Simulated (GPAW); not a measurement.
# GaN (P6_3mc) in GPAW: further runs, part 2 of 2

GPAW 26.7.0.

## (3) Band structure, PBE, spin-orbit coupling, no magnetisation

run.py

```python
import numpy as np
from ase import Atoms
from ase.dft.bandgap import bandgap
from ase.io import write
from ase.units import GPa
from gpaw import GPAW, PW
from gpaw.spinorbit import soc_eigenstates

atoms = Atoms(['Ga', 'Ga', 'N', 'N'],
              cell=[[3.18, 0.0, 0.0],
                    [-1.59, 2.753960784, 0.0],
                    [0.0, 0.0, 5.166]],
              scaled_positions=[[0.6666666667, 0.3333333333, 0.5],
                                [0.3333333333, 0.6666666667, 0.0],
                                [0.6666666667, 0.3333333333, 0.875],
                                [0.3333333333, 0.6666666667, 0.375]],
              pbc=True)

calc = GPAW(mode=PW(800),
            xc='PBE',
            kpts={'size': (7, 7, 4), 'gamma': True},
            occupations={'name': 'fermi-dirac', 'width': 0.05},
            nbands=18,
            convergence={'density': 1e-05, 'energy': 1e-05},
            maxiter=150,
            txt='gpaw.txt')
atoms.calc = calc
energy = atoms.get_potential_energy()
forces = atoms.get_forces()
stress = atoms.get_stress()
calc.write('gs.gpw')
write('result.traj', atoms)
print(f'Energy: {energy:.6f} eV')
print('Forces (eV/A):')
print(forces.round(4))
print('Stress (GPa):', (stress / GPa).round(3))
print('Fermi level:', round(calc.get_fermi_level(), 4), 'eV')
print(f'Gap: {bandgap(calc)[0]:.4f} eV, direct: {bandgap(calc, direct=True)[0]:.4f} eV')

path = atoms.cell.bandpath('GMKGALHA,LM,KH', npoints=60, eps=1e-4)
bs_calc = calc.fixed_density(kpts=path, symmetry='off', nbands=29,
                             convergence={'bands': 'CBM+6.0', 'eigenstates': 1e-6}, txt='bands.txt')
bs = bs_calc.band_structure()
bs.write('bs.json')
print(f'Gap on the path: {bandgap(bs_calc)[0]:.4f} eV')

soc = soc_eigenstates(bs_calc, theta=0, phi=0)
np.savetxt('soc_bands.dat', soc.eigenvalues(), fmt='%.4f')
mesh = soc_eigenstates('gs.gpw', theta=0, phi=0)
np.savetxt('soc_mesh.dat', mesh.eigenvalues(), fmt='%.4f')
print('Fermi level with spin-orbit coupling:', round(mesh.fermi_level, 4), 'eV')
```

Potentials or basis: GPAW PAW data sets (gpaw-data 1.2.1), pw.

On the command line:

```console
$ OMP_NUM_THREADS=1 python run.py
```

gpaw.txt:

```text
__  _  _
 | _ |_)|_||  |
 |__||  | ||/\| - 26.7.0

Input parameters:
  mode=PW(ecut=800.0),
  convergence={'density': 1e-05, 'energy': 1e-05},
  kpts=MonkhorstPack(size=(7, 7, 4), gamma=True),
  maxiter=150,
  nbands=18,
  occupations=Occupations(name='fermi-dirac', width=0.05),
  xc=XC(name='PBE')

Diagonalizing LCAO Hamiltonian
Converting LCAO to pw mode

           N

           Ga
        N

        Ga

Atoms  # Å, Bohr magnetons
|   | symbol |         x |        y |        z |    initial magnetic moments |
|---|--------|-----------|----------|----------|-----------------------------|
| 0 |     Ga |  1.590000 | 0.917987 | 2.583000 | ( 0.0000,  0.0000,  0.0000) |
| 1 |     Ga | -0.000000 | 1.835974 | 0.000000 | ( 0.0000,  0.0000,  0.0000) |
| 2 |      N |  1.590000 | 0.917987 | 4.520250 | ( 0.0000,  0.0000,  0.0000) |
| 3 |      N | -0.000000 | 1.835974 | 1.937250 | ( 0.0000,  0.0000,  0.0000) |

Unit cell  # Å
| periodic |         x |        y |        z |  lengths |     angles |
|----------|-----------|----------|----------|----------|------------|
|      yes |  3.180000 | 0.000000 | 0.000000 | 3.180000 |  90.000000 |
|      yes | -1.590000 | 2.753961 | 0.000000 | 3.180000 |  90.000000 |
|      yes |  0.000000 | 0.000000 | 5.166000 | 5.166000 | 120.000000 |

Number of symmetries: 6
Symmetry operations  # r_c * U_cc + t_c -> r_c
|   | kind |            matrix            |
|---|------|------------------------------|
| 0 |  σ   |  1, 1, 0,  0,-1, 0,  0, 0, 1 |
| 1 |  E   |  1, 0, 0,  0, 1, 0,  0, 0, 1 |
| 2 |  C3  |  0, 1, 0, -1,-1, 0,  0, 0, 1 |
| 3 |  σ   |  0,-1, 0, -1, 0, 0,  0, 0, 1 |
| 4 |  σ   | -1, 0, 0,  1, 1, 0,  0, 0, 1 |
| 5 |  C3  | -1,-1, 0,  1, 0, 0,  0, 0, 1 |

BZ-sampling:
  Number of BZ points: 196
  Number of IBZ points: 28

  Monkhorst-Pack size: [7, 7, 4]
  Monkhorst-Pack shift: [0.0, 0.0, 0.125]

K-points  # in reciprocal-cell coordinates
|     |                                coordinates |     weight |
|-----|--------------------------------------------|------------|
|   0 | (  0.00000000,   0.00000000,   0.00000000) | 0.00510204 |
|   1 | (  0.00000000,   0.00000000,   0.25000000) | 0.01020408 |
|   2 | (  0.00000000,   0.00000000,   0.50000000) | 0.00510204 |
|   3 | (  0.14285714,   0.00000000,  -0.25000000) | 0.03061224 |
|   4 | (  0.14285714,   0.00000000,   0.00000000) | 0.03061224 |
|   5 | (  0.14285714,   0.00000000,   0.25000000) | 0.03061224 |
|   6 | (  0.14285714,   0.00000000,   0.50000000) | 0.03061224 |
|   7 | (  0.28571429,  -0.14285714,   0.00000000) | 0.03061224 |
|   8 | (  0.28571429,  -0.14285714,   0.25000000) | 0.06122449 |
|   9 | (  0.28571429,  -0.14285714,   0.50000000) | 0.03061224 |
[... 67 lines left out ...]
    |   2s |  2.000 |     -18.583 |    0.603 |
    |   2p |  3.000 |      -7.089 |    0.529 |
    |    s |        |       8.629 |    0.603 |
    |    p |        |      20.123 |    0.529 |
    |    d |        |       0.000 |    0.577 |

    Using partial waves for N as LCAO basis

Reference energy: -108732.786066  # eV

eigensolver:
  PPCG
  Converge bands: occupied
  niter=2

density mixing:
  MSR1-Mixer
  Pratt-step length: 0.05
  Maximum mixing coefficient: 0.75
  Old densities: 10
  SVD Regularization: 0.005
  Good broyden scale: 1.0
  Trust region scale: 1.0
  Backstep threshold: 4.0
  History deletion threshold: 6.0
  Fourier metric: weight=20.0, sigma=0.015

occupation numbers:
  Fermi-Dirac:
    width: 0.0500  # eV

poisson solver:
  ecut: 6400.0  # eV

xc functional:
  name: PBE with 2 nearest neighbor stencil

convergence criteria:
- Maximum integral of absolute [dens]ity change: 1e-05 electrons / valence electron
- Maximum [total energy] change in last 3 cyles: 1e-05 eV / valence electron
- Maximum integral of absolute [eigenst]ate change: 4e-08 eV^2 / valence electron
maximum number of iterations: 150

SCF iterations
|iter     | |      energy | eigst |  dens |
|---------|-|-------------|-------|-------|
|iter:   1| |  -27.818101 | -0.16 |       |
|iter:   2| |  -26.828395 | -1.84 | -0.56 |
|iter:   3| |  -24.141916 | -0.52 | -0.62 |
|iter:   4| |  -24.141040 | -2.89 | -1.29 |
|iter:   5| |  -24.142803 | -3.46 | -1.56 |
|iter:   6| |  -24.142825 | -5.45 | -2.88 |
|iter:   7| |  -24.142844c| -6.19 | -3.20 |
|iter:   8| |  -24.142844c| -7.79c| -4.27 |
|iter:   9| |  -24.142844c| -7.70c| -4.66 |
|iter:  10| |  -24.142844c| -8.12c| -4.94 |
|iter:  11| |  -24.142844c| -9.28c| -5.80c|

Converged in 11 steps
Energy contributions relative to reference atoms: (reference = -108732.786066)

Energy contributions:
  Kinetic:          71.699421
  Coulomb:         -62.853768
  Zero:              0.305866
  External:          0.000000
  Xc:              -33.294362
  Entropy:          -0.000000
  Spinorbit:         0.000000
  ----------------------------
  Free energy:     -24.142844
  Extrapolated:    -24.142844

dipole moment: (-0.000024, -0.000039, -11.607208)  # |e|*Ang

Fermi level: 7.513
Eigenvalues  # (at kpt = [0.000, 0.000, 0.000])
| band index |      eig [eV] | occ [0-2] |
|------------|---------------|-----------|
|          0 |        -9.434 |     2.000 |
|          1 |        -7.047 |     2.000 |
|          2 |        -0.533 |     2.000 |
|          3 |         5.504 |     2.000 |
|          4 |         5.504 |     2.000 |
|          5 |         6.500 |     2.000 |
[... 8 lines left out ...]
|         14 |        18.412 |     0.000 |
|         15 |        18.412 |     0.000 |
|        ... |               |           |
|         17 |        21.832 |     0.000 |

Gap: 2.085 eV
Transition (v -> c):
  (s=0, k=0, n=7, [0.00, 0.00, 0.00]) -> (s=0, k=0, n=8, [0.00, 0.00, 0.00])
No difference between direct/indirect transitions

Forces  # eV/Ang
|        x |       y |        z |
|----------|---------|----------|
|  0.00000 | 0.00000 | -0.18139 |  # Ga   0
| -0.00000 | 0.00000 | -0.18135 |  # Ga   1
|  0.00000 | 0.00000 |  0.18132 |  # N    2
|  0.00000 | 0.00000 |  0.18042 |  # N    3

Stress tensor  # eV/Ang^3
|         x |         y |         z |
|-----------|-----------|-----------|
| -0.090673 |  0.000000 |  0.000000 |
| -0.000000 | -0.090673 |  0.000000 |
|  0.000000 |  0.000000 | -0.104509 |

# Writing to gs.gpw (mode='')
```

bands.txt:

```text
Diagonalizing LCAO Hamiltonian
Converting LCAO to pw mode
convergence criteria:
- Maximum integral of absolute [eigenst]ate change: 1e-06 eV^2 / valence electron
maximum number of iterations: 150

SCF iterations
|iter     | |      energy | eigst |  dens |
|---------|-|-------------|-------|-------|
|iter:   1| |             | +0.34 |       |
[... 64 lines left out ...]
         [0.5       , 0.        , 0.2       ],
         [0.5       , 0.        , 0.1       ],
         [0.5       , 0.        , 0.        ],
         [0.33333333, 0.33333333, 0.        ],
         [0.33333333, 0.33333333, 0.125     ],
         [0.33333333, 0.33333333, 0.25      ],
         [0.33333333, 0.33333333, 0.375     ],
         [0.33333333, 0.33333333, 0.5       ]])),
  maxiter=150,
  nbands=29,
  occupations=Occupations(name='fermi-dirac', width=0.05),
  symmetry=Symmetry(point_group=False, time_reversal=False),
  xc=XC(name='PBE')
```

Wall time 44 s (1 thread of Arm Neoverse V2, shared host); peak memory 0.32 GiB.

Results:

```
Free energy             : -24.1428 eV
Pressure                : 15.3 GPa
Largest force           : 0.181 eV/Å
Band gap on the k mesh  : 2.08 eV, direct
Band gap along the path : 2.08 eV, direct
```

Forces in eV/Å, atoms in the order of the input:
```
Ga   0.000  0.000 -0.181
Ga   0.000  0.000 -0.181
N    0.000  0.000  0.181
N    0.000  0.000  0.180
```

Stress tensor (GPa, compression positive):
```
14.53  0.00  0.00
 0.00 14.53  0.00
 0.00  0.00 16.74
```

Levels at the corners of the path, in eV from the valence-band top:
```csv
point,band 13,band 14,band 15,band 16,band 17,band 18,band 19,band 20
Γ,-0.01,-0.01,0.00,0.00,2.08,2.08,4.41,4.41
M,-2.29,-2.29,-0.98,-0.98,5.15,5.15,5.71,5.71
K,-3.05,-3.03,-2.75,-2.75,5.18,5.18,7.99,7.99
Γ,-0.01,-0.01,0.00,0.00,2.08,2.08,4.41,4.41
A,-0.54,-0.54,-0.54,-0.54,4.40,4.40,4.40,4.40
L,-1.91,-1.91,-1.91,-1.91,4.50,4.50,4.50,4.50
H,-1.49,-1.49,-1.48,-1.48,6.57,6.57,6.60,6.60
A,-0.54,-0.54,-0.54,-0.54,4.40,4.40,4.40,4.40
L,-1.91,-1.91,-1.91,-1.91,4.50,4.50,4.50,4.50
M,-2.29,-2.29,-0.98,-0.98,5.15,5.15,5.71,5.71
K,-3.05,-3.03,-2.75,-2.75,5.18,5.18,7.99,7.99
H,-1.49,-1.49,-1.48,-1.48,6.57,6.57,6.60,6.60
```

Caveat: spin-orbit coupling was added after a scalar SCF, so levels and gaps hold it while energy, forces, pressure and moments don't; this program's spin-orbit splittings come out too wide for heavy elements; so large a pressure means that the cell lies far from this level's equilibrium, or that cutoff or potentials fall short.

## (4) How close it comes

Step 2. Measured gap of GaN: 3.503 eV (direct; quoted in “Studying electronic properties in GaN without electrical contacts using γ-γ vs e−-γ Perturbed Angular Correlations”, 2019, pmc:6823545). This calculation gives 2.09 eV (-1.42 eV). Spin-orbit coupling on Ga is left out. The value is that of PBE, without temperature or zero-point motion. Semilocal functionals fall short of measured gaps as a rule.

Step 3. A measured gap of GaN is 3.503 eV (direct; quoted in “Studying electronic properties in GaN without electrical contacts using γ-γ vs e−-γ Perturbed Angular Correlations”, 2019, pmc:6823545); the calculated 2.08 eV misses it by -1.43 eV. The value is that of PBE, without temperature or zero-point motion. Semilocal functionals fall short of measured gaps as a rule.
